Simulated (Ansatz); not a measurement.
The system is MnSb.

```
Sb Mn
1.0
     4.15000    0.00000    0.00000
    -2.07500    3.59401    0.00000
     0.00000    0.00000    5.78000
Sb Mn
2 2
Direct
  0.66667 0.33333 0.75000
  0.33333 0.66667 0.25000
  0.00000 0.00000 0.50000
  0.00000 0.00000 0.00000
```

| Quantity | Value |
| --- | --- |
| Program | Ansatz 0.2.0 |
| Task | relaxation of cell and atoms |
| Functional | PBEsol |
| Potentials or basis | Ansatz PAW |
| Cutoff | 420 eV (not typed: the program's choice for these potentials) |
| k mesh | 7 × 7 × 5 |
| Occupations | fermi-dirac, width 0.05 eV |
| Spin | collinear spin, ferromagnetic start |
| Starting moments | [0.0, 0.0, 4.0, 4.0] μB |
| Hubbard terms | Mn d U = 7 eV |

At the start: volume 21.55 Å³/atom.

Problem. How do energy, volume and symmetry change on relaxing?

Solution. It ends after 8 steps and the volume is 24.64 Å³/atom (+14.3 %); space group P6_3/mmc (No. 194, to 0.05 Å); moment 8.42 μB per cell.

Step by step:
```tsv
step	energy change (eV)	largest force (eV/Å)	volume (Å³)
1	0.0000	0.0000	86.21
2	-0.3262	0.0000	97.16
3	-0.3329	0.0000	98.23
4	-0.3333	0.0000	98.50
5	-0.3371	0.0000	98.50
6	-0.3371	0.0000	98.55
7	-0.3371	0.0000	98.55
8	-0.3371	0.0000	98.55
```

Final structure:
```
Sb Mn
1.0
     4.29062    0.00000    0.00000
    -2.14531    3.71579    0.00000
     0.00000    0.00000    6.18153
Sb Mn
2 2
Direct
  0.66667 0.33333 0.75000
  0.33333 0.66667 0.25000
  0.00000 0.00000 0.50000
  0.00000 0.00000 0.00000
```

Caveat: the magnetic or orbital state may not be the lowest; the plane-wave basis is chosen anew once the cell has moved, so the energies of steps on either side of that aren't comparable; the volume moved by +14 % from the deposited cell, more than functionals usually miss; only a ferromagnetic start was run, and an antiferromagnetic order may lie lower in energy; the PAW data sets come from PBE, with cores solved anew for the run's functional, which leaves a small shift of forces and pressure; the U is typed as a test and isn't derived for this compound.
